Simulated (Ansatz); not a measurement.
A (110) slab of Mo (Im-3m (No. 229)), 5 planes, outer planes Mo (top) and Mo (bottom), with 5 atoms (Mo5) in a surface cell of A = 7.063 Å², as cut from the bulk:

```
CELL_PARAMETERS angstrom
2.73702 0.00000 0.00000
-0.91234 2.58049 0.00000
0.00000 0.00000 23.93907
ATOMIC_POSITIONS crystal
Mo 0.50000 0.50000 0.31330
Mo 0.00000 0.00000 0.40665
Mo 0.50000 0.50000 0.50000
Mo 0.00000 0.00000 0.59335
Mo 0.50000 0.50000 0.68670
```

Computed with DFT PBE, scalar-relativistic, plane waves, PAW (Ansatz). Cutoff 420 eV; k points 13×13×1 on the computed 5-atom cell (Γ-centred); Gaussian smearing, width 0.10 eV; no spin polarisation.

Against the same 5 atoms in the bulk, the slab as cut lies 2.585 eV higher and the relaxed slab 2.510 eV higher.

Problem. Work out the surface energy before and after relaxation.

Solution. The slab has two faces, so γ = (E_slab − N·E_bulk)/(2A), the mean of both. As cut: 2.585/(2 × 7.063) = 0.1830 eV/Å², and 1 eV/Å² = 16.02 J/m², so γ = 2.93 J/m². Relaxed: 2.510/(2 × 7.063) = 0.1777 eV/Å² = 2.85 J/m². Relaxation recovers 3 % of the cost of cutting.

Problem. What is the ideal work of this cut, per area?

Solution. Griffith's ideal work is 2γ: 5.86 J/m² if the new faces stay rigid, 5.69 J/m² if they relax. One thickness was run, 5 planes, so γ can still shift with it.

Creating Mo(110) is expensive, at 2.85 J/m² even after relaxation, and nearly all of that is the electronic cost of cutting bonds. Molybdenum sits near the middle of its transition series, where the d band is about half full: bonding states are largely occupied and antibonding ones largely empty, so cohesion is strong and lost neighbours cost much. The remaining bonds of the surface atoms strengthen in part, which keeps the cost below what a simple count of broken bonds would give.

That relaxation recovers only 3 % fits the (110) plane, the most densely packed in a bcc metal. Its atoms keep most of their nearest neighbours and the surface is already smooth, so there is probably little to gain from moving the outer planes inward. The two faces are equivalent by symmetry, so the mean γ is also the value for each face. The work of 5.69 J/m² is a thermodynamic minimum for separation, not a fracture energy, since plastic flow at a real crack tip can dissipate far more.
